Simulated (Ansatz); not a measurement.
# AlN (F-43m) in Ansatz: single point with PBE

Aim: the single point of AlN with PBE.

Everything below comes from runs of Ansatz 0.2.0. Logs are shortened: lines on timing, memory, paths and dates and some standing lists are left out, and cuts for length are marked.

## Step 1: The crystal as given

Symmetry: F-43m, No. 216, cubic system. The conventional cell has a = 4.368 Å, b = 4.368 Å, c = 4.368 Å, α = 90.00°, β = 90.00°, γ = 90.00°. Around Al (site symmetry -43m) lie 4 N at 1.89 Å. N (site symmetry -43m) has 4 Al at 1.89 Å as nearest neighbours.

Measurements of this composition are mostly on another form, of space group No. 186.

## Step 2: Single point, PBE

File input.yaml:

```yaml
crystal:
  lattice:
    - [0.0, 2.1839935596, 2.1839935596]
    - [2.1839935596, 0.0, 2.1839935596]
    - [2.1839935596, 2.1839935596, 0.0]
  atoms:
    - { symbol: Al, position: [0.0, 0.0, 0.0] }
    - { symbol: "N", position: [0.25, 0.25, 0.25] }
kpoints:
  mp_grid: { grid: [8, 8, 8] }
scf:
  occupations: { method: fermi_dirac, width: 0.05 }
hamiltonian:
  xc: pbe
  pseudopotentials: { kind: all_electron, datasets: crystal }
output:
  forces: true
  stress: true
  eigenvalues: true
  elf: true
  volumetric_format: npy
```

Potentials or basis: all-electron PAW datasets made for the crystal.

Run with:

```
> ansatz run input.yaml --threads 1 --pin off --max-ram 3072MiB --backend cpu --events-out ev --progress --plain --runs-dir out
```

Standard output:

```text
Warning: RAYON_NUM_THREADS=1 ignored (pool sized by the plan → 1); use --threads N
hamiltonian.pseudopotentials.datasets: crystal makes datasets for this crystal and solves the spheres of its atoms anew in each pass: cutoff 360.0 eV, the density's 2520.0 eV; for an error of 0.50 meV an atom under PBE, 1.0 meV for the cell; an energy difference from a run of another recipe may be off by several times the error for the cell, under r2SCAN by more, where some 0.1 meV an atom stays at smaller errors; N in spheres of 1.000 Å, 5 of its electrons in bands; Al in spheres of 0.884 Å, 3 of its electrons in bands, 8 on its site; only band paths and densities of states list, in semicore columns, the levels of the semicore shells that are solved separately: 2s of Al, 2p of Al
Engine: ansatz 0.2.0, aarch64-unknown-linux-gnu
Pseudopotentials: kind: all_electron
Pseudopotential: Al, paw, valence charge 11, recommended cutoff 360 eV (normal), crystal/all_electron/pbe/scalar/gaussian/Al, Koelling and Harmon's equation, gaussian nucleus
Pseudopotential: N, paw, valence charge 5, recommended cutoff 360 eV (normal), crystal/all_electron/pbe/scalar/gaussian/N, Koelling and Harmon's equation, gaussian nucleus
Functional definition: PBE
  parameter kappa = 0.804
  parameter beta = 0.06672455060314922
  exchange = pbe_x(kappa = kappa, mu = beta*pi^2/3)
  correlation = pbe_c(beta = beta)
Crystal: 2 atoms, lattice volume = 20.835 Å³
Basis set: ecut = 360 eV, 331 PW (Γ), exchange–correlation on 54×54×54 points (8 copies of the dense FFT grid, shifted against one another)
Bands: 8, of which v1, the nominal top of the filled ones, is band 4 counted from 1 (3 counted from 0)
Symmetry: 24 space group operations
Space group: F-43m (ITA 216), of the structure as read, at distance tolerance 2.8e-5 Å
k-points: 29 of 512 (time reversal used)
Non-local potential: Al, projectors of the file, l = 0: 1, l = 1: 1
Non-local potential: N, projectors of the file, l = 0: 1, l = 1: 2
PAW form: soft (Blöchl's): semilocal exchange-correlation on the pseudo side does not see the compensation charge
PAW one-centre angular grid: Al, 110 points (default); XC on its mesh's 1857 points in the sphere
PAW one-centre angular grid: N, 110 points (default); XC on its mesh's 1957 points in the sphere
Initial density: superposition of atomic densities (neutral atoms: chi_scale 0, normalization atom)
Initial wavefunctions: pseudopotential atomic-orbital guess
Functional: x = pbe(κ = 0.804, μ = 0.2195149727645171), c = pbe(β = 0.06672455060314922)
iter 1 solved again at ethr=1.00e-1 eV; its pass at ethr=1.00e-1 eV (dr2=8.29e0 eV) is discarded
SCF iter   1: F=—  HF=-8102.558743 eV  |F-HF|=—  |Δ(HF+E_count)|=         —  Δρ=1.86e-1  dr2=8.21e0  ethr=1.00e-1  ⟨swp⟩=2.0  Hψ=1378  notcnv=0
preconditioner: auto → none  [insulator: Δε(μ)=5.763 eV  Ē_g=16.950 eV  σ=0.050 eV  W_gap=1.00  n_scr=0 (ndim 8)  ℏωp=23.0 eV  f_vac=0.000  D(μ)=0.00/eV (n_scr^D=0)  ε∞_Penn≈2.8]
SCF iter   2: F=—  HF=-8100.646950 eV  |F-HF|=—  |Δ(HF+E_count)|=    1.91e0  Δρ=9.07e-2  dr2=1.06e0  ethr=1.00e-1  ⟨swp⟩=3.0  Hψ=600  notcnv=0
iter 3 solved again at ethr=7.25e-4 eV; its pass at ethr=1.33e-2 eV (dr2=5.80e-2 eV) is discarded
SCF iter   3: F=—  HF=-8100.347661 eV  |F-HF|=—  |Δ(HF+E_count)|=   2.99e-1  Δρ=2.28e-2  dr2=5.92e-2  ethr=7.25e-4  ⟨swp⟩=2.4  Hψ=979  notcnv=0  defer=1
SCF iter   4: F=—  HF=-8100.358912 eV  |F-HF|=—  |Δ(HF+E_count)|=   1.13e-2  Δρ=3.26e-3  dr2=1.61e-3  ethr=7.25e-4  ⟨swp⟩=2.0  Hψ=465  notcnv=0  defer=1
SCF iter   5: F=—  HF=-8100.359156 eV  |F-HF|=—  |Δ(HF+E_count)|=   2.43e-4  Δρ=4.84e-4  dr2=2.53e-5  ethr=2.01e-5  ⟨swp⟩=2.9  Hψ=553  notcnv=0
SCF iter   6: F=—  HF=-8100.359165 eV  |F-HF|=—  |Δ(HF+E_count)|=   9.39e-6  Δρ=1.27e-4  dr2=1.08e-6  ethr=3.16e-7  ⟨swp⟩=3.0  Hψ=454  notcnv=0
SCF iter   7: F=—  HF=-8100.359168 eV  |F-HF|=—  |Δ(HF+E_count)|=   2.85e-6  Δρ=3.00e-5  dr2=7.98e-8  ethr=1.34e-8  ⟨swp⟩=3.0  Hψ=464  notcnv=0
SCF iter   8: F=-8100.359168 eV  HF=-8100.359168 eV  |F-HF|=4.58e-9  |Δ(HF+E_count)|=   2.42e-8  Δρ=6.89e-6  dr2=5.84e-9  ethr=9.98e-10  ⟨swp⟩=2.0  Hψ=348  notcnv=0
SCF 1 converged in 8 iterations: F = -8100.359167 eV  dr2 = 5.84e-9
  Residual-converged pass: ⟨swp⟩=3.0  Hψ=440  notcnv=0  max |occ|·‖R‖ = 5.2e-6 eV (tolerance 5.3e-6 eV)  dr2=5.92e-9  dr2_onsite=2.92e-9  max |Δocc| = 1.1e-22
SCF converged after 8 iterations
Free energy (F): -8100.359167 eV
Harris-Foulkes:  -8100.359167 eV  (|F-HF|=4.58e-9)
Internal energy: -8100.359167 eV  (E = F + TS)
E sigma→0 (E₀):  -8100.359167 eV
Past the cutoff: the bands carry plane waves up to 1.75 times it, of which those up to 1.5 times it add -0.000175 eV an atom, each by itself; the spheres take 0.000139 eV an atom off the energy for waves past 1.75 times it
By the cutoff:   a pressure is off by up to 0.008 GPa (1.2 times the spheres' own share and the shells' term, over an atom's volume, and 0.004 GPa: a bound that held against runs at twice the plane waves)
Past the cutoffs: a stress includes 0.0056 GPa for waves and charges beyond them, in addition to the slope of what the spheres take
In the spheres:  the bands' charges fall short by 1.9e-7 e at most (sound up to 1e-3), those of shells solved beside the bands by 3.3e-7 e (sound up to 5e-4)
Fermi energy:    10.195930 eV
--- Per-component energies (eV) ---
  E_band       = 27.597347
  E_kinetic    = 130.166969
  E_local      = -1371.430805  (includes V_loc(G=0)·N_el)
  E_nonlocal   = -3.859117
  E_hartree    = 653.611254
  E_xc         = -96.193527
  E_vxc        = -117.945850  (∫ρ·V_xc dr)
  E_paw        = -9117.645560  (= ΣΔE_a)
  E_vpaw       = -2870.316963  (= ΣTr[D̂ρ^β])
  E_ewald      = -1248.768794
  E_smearing   = -0.000000  (= −TS)
  E_closure    = 2953.760413  (closes the sum)
  Σ components = -8100.359167   (vs F -8100.359167, Δ=0.00e0)
  The terms above E_closure are by the made datasets' own strengths, without shells solved beside the bands.
--- Forces (eV/Å), atoms counted from 1 ---
  atom   1  Al     0.00000000    -0.00000000     0.00000000
  atom   2  N     -0.00000000     0.00000000    -0.00000000
  max |Σ_I F_I| component: 1.48e-16 eV/Å
--- Stress (GPa, compression-positive) ---
        4.755960      -0.000000      -0.000000
        0.000000       4.755960       0.000000
       -0.000000       0.000000       4.755960
  P = ⅓ Tr σ = 4.7560 GPa (47.560 kbar)
  It holds what live shells' own plane waves past their cutoff add
--- Band table (eV; the first three rows and the last of 29) ---
  k-point 0: bands = ["-6.4785", "8.5032", "8.5032", "8.5032", "12.6951", "21.0608"]
  k-point 1: bands = ["-6.2508", "7.3231", "8.4245", "8.4245", "13.6372", "20.4873"]
  k-point 2: bands = ["-5.6262", "5.2430", "8.2474", "8.2474", "14.9560", "19.4705"]
  k-point 28: bands = ["-3.7346", "4.7203", "5.0681", "5.8092", "14.5493", "19.9271"]
```

Wall time 3 s (1 thread of Arm Neoverse V2, shared host); peak memory 0.37 GiB.

What came out:

```yaml
Free_energy: -8100.3592 eV
Pressure: 4.8 GPa
Band_gap_on_the_k_mesh: 3.32 eV, indirect (least direct gap 4.19 eV)
```

A k mesh can miss the band edges.
